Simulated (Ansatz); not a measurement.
HfO$_{2}$: the gap under pressure

HfO$_{2}$, P4_2/mnm, a = 4.838 Å, c = 3.220 Å. This isn't the usual stable structure of the compound. Ansatz: r2SCAN, PAW, 500 eV, Γ-centred 6×6×8 mesh on 6 atoms, Gaussian smearing 0.02 eV; no spin polarisation. Cell and atoms are relaxed at each pressure, and no other structure is tried, so the rows at high pressure may lie past a change of phase. The gap is sought over the whole zone. The pressures are the targets, met within 0.03 GPa.

```
P (GPa) gap y (eV)
   -1.0       4.519
    0.0       4.531
    1.0       4.544
    4.0           ?
   12.0       4.709
   25.0       4.887
   50.0       5.140
   90.0       5.215
```

Fit y = E0 + αP + βP² to the other rows and predict the missing gap.

Least squares on the rows shown. y = 4.5279 + 0.017389 P − 0.00010801 P². So α = 17.4 meV/GPa, but the rows at 0 and 1 GPa alone give 13 meV/GPa, so the parabola doesn't give the slope at zero pressure. With a term in P³ added, the coefficient of P becomes 0.01544, 11 % less, which shows how far this figure hangs on the form. At P = 4.0 the fit asked for gives 4.596 eV. The run gave 4.593 eV, so the fit is 0.003 eV too high, within the rms miss on the fitted rows (0.008 eV). The parabola turns at P = 80.5, between the two outer rows, which can neither show nor exclude a turn there.

Spin-orbit coupling is left out, which matters for the bands of heavy elements. Semilocal functionals give gaps under the measured ones; changes of the gap mostly carry over better.